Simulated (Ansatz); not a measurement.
**SiC: strong compression**

Aim: compress SiC (rocksalt type) step by step, far beyond the usual range, and follow pressure and electronic structure. The runs shown use PAW. Its runs: cell relaxed at zero pressure (PAW); volume scaled by 1 (PAW); volume scaled by 0.94 (PAW); volume scaled by 0.88 (PAW and PAW (level accurate)); volume scaled by 0.8 (PAW); volume scaled by 0.72 (PAW); volume scaled by 0.64 (PAW); volume scaled by 0.55 (PAW and PAW (cutoff 600 eV)).

Program: Ansatz 0.2.0. Level of theory: DFT PBEsol, with the methods named in each step. These are calculated values, not measurements.

**1. The starting structure**

It takes space group Fm-3m (No. 225, cubic). The conventional cell has a = 4.309 Å, b = 4.309 Å, c = 4.309 Å, α = 90.00°, β = 90.00°, γ = 90.00°. Si (site symmetry m-3m) is surrounded by 6 C at 2.15 Å. Around C (site symmetry m-3m) lie 6 Si at 2.15 Å.

Coordinates:

```cif
data_structure
_symmetry_space_group_name_H-M 'P 1'
_symmetry_Int_Tables_number 1
_cell_length_a 3.0468
_cell_length_b 3.0468
_cell_length_c 3.0468
_cell_angle_alpha 60.000
_cell_angle_beta 60.000
_cell_angle_gamma 60.000
_cell_volume 20.00
loop_
_atom_site_label
_atom_site_type_symbol
_atom_site_fract_x
_atom_site_fract_y
_atom_site_fract_z
_atom_site_occupancy
Si1 Si 0.00000 0.00000 0.00000 1
C1 C 0.50000 0.50000 0.50000 1
```

Whether this phase is the stable one at these pressures isn't tested.

Atoms are numbered in the order of the input: Si1, C2.

**2. Cell relaxed at zero pressure, PAW**

Contents of input.yaml:

```yaml
crystal:
  lattice:
    - [0.0, 2.15443469, 2.15443469]
    - [2.15443469, 0.0, 2.15443469]
    - [2.15443469, 2.15443469, 0.0]
  atoms:
    - { symbol: Si, position: [0.0, 0.0, 0.0] }
    - { symbol: C, position: [0.5, 0.5, 0.5] }
kpoints:
  mp_grid: { grid: [17, 17, 17] }
scf:
  occupations: { method: fermi_dirac, width: 0.08 }
hamiltonian:
  xc: pbesol
  pseudopotentials: { kind: paw }
output:
  forces: true
  stress: true
  write_density: true
  write_potential: true
  elf: true
  volumetric_format: npy
relax:
  f_tol: 0.005
  max_steps: 40
  cell: {}
```

Started as:

```bash
$ ansatz run input.yaml --threads 1 --pin off --max-ram 2048MiB --backend cpu --events-out ev --progress --plain --runs-dir out
```

The runs that follow: Volume scaled by 1, PAW; Volume scaled by 0.94, PAW; Volume scaled by 0.88, PAW; Volume scaled by 0.88, PAW (level accurate); Volume scaled by 0.8, PAW; Volume scaled by 0.72, PAW; Volume scaled by 0.64, PAW; Volume scaled by 0.55, PAW; Volume scaled by 0.55, PAW (cutoff 600 eV).

What does the calculation give? Wanted: PAW pressure at 0.55 of the volume; fitted bulk modulus at zero pressure.

**Answer**, as computed:

| quantity | value |
| --- | --- |
| PAW pressure at 0.55 of the volume | 518.0 GPa |
| PAW (cutoff 600 eV) pressure at 0.55 of the volume | 518.0 GPa |
| fitted bulk modulus at zero pressure (PAW) | 275 GPa |
| its pressure derivative | 3.88 |

In words: By PAW the pressure climbs to 518 GPa at 0.55 of the first volume. A third-order Birch-Murnaghan curve fits the range only roughly (B₀ = 275 GPa, B′ = 3.88, misfit at most 3.26 GPa). A fit over so wide a range leans to the high pressures, so B₀ can be off by several per cent. No all-electron run checks these rows here, and frozen cores can fail under such compression. The ions are at rest, and the electrons smeared by 0.08 eV.
